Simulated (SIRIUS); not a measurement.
The system is TaN.

```
CELL_PARAMETERS angstrom
0.00000 2.21132 2.21132
2.21132 0.00000 2.21132
2.21132 2.21132 0.00000
ATOMIC_POSITIONS crystal
Ta 0.50000 0.50000 0.50000
N 0.00000 0.00000 0.00000
```

The cell comes from a database or a generator and needn't be the stable form of this composition.

Base run:

```yaml
Program: SIRIUS 7.12.0
Functional: xPBE
Potentials_or_basis: PseudoDojo 0.4.1 PBE standard (scalar relativistic)
Cutoff: 1152 eV
Density_cutoff: 4606 eV
k_mesh: 10 × 10 × 10
Occupations: fermi-dirac, width 0.05 eV
Spin: no spin polarisation
```

Its results: band gap on the k mesh none (metal or under the smearing width); pressure 1.4 GPa.

Task: After a change of settings the same cell gave: band gap on the k mesh none (metal or under the smearing width); pressure -64.5 GPa. Which change was it?
A. functional from xPBE to RPBE; libxc names from ["XC_GGA_X_XPBE", "XC_GGA_C_XPBE"] to ["XC_GGA_X_RPBE", "XC_GGA_C_PBE"]
B. functional from xPBE to PW91; libxc names from ["XC_GGA_X_XPBE", "XC_GGA_C_XPBE"] to ["XC_GGA_X_PW91", "XC_GGA_C_PW91"]
C. functional from xPBE to LDA; libxc names from ["XC_GGA_X_XPBE", "XC_GGA_C_XPBE"] to ["XC_LDA_X", "XC_LDA_C_PW"]
D. functional from xPBE to HLE16; libxc names from ["XC_GGA_X_XPBE", "XC_GGA_C_XPBE"] to ["XC_GGA_XC_HLE16"]

Result: D.

Caveats: the potentials were made for another functional, which shifts forces and pressure; the cell as given lies far from equilibrium (some runs); the potentials were made for a functional far from this one (some runs).

Runs at the PBE level aren't shown here.
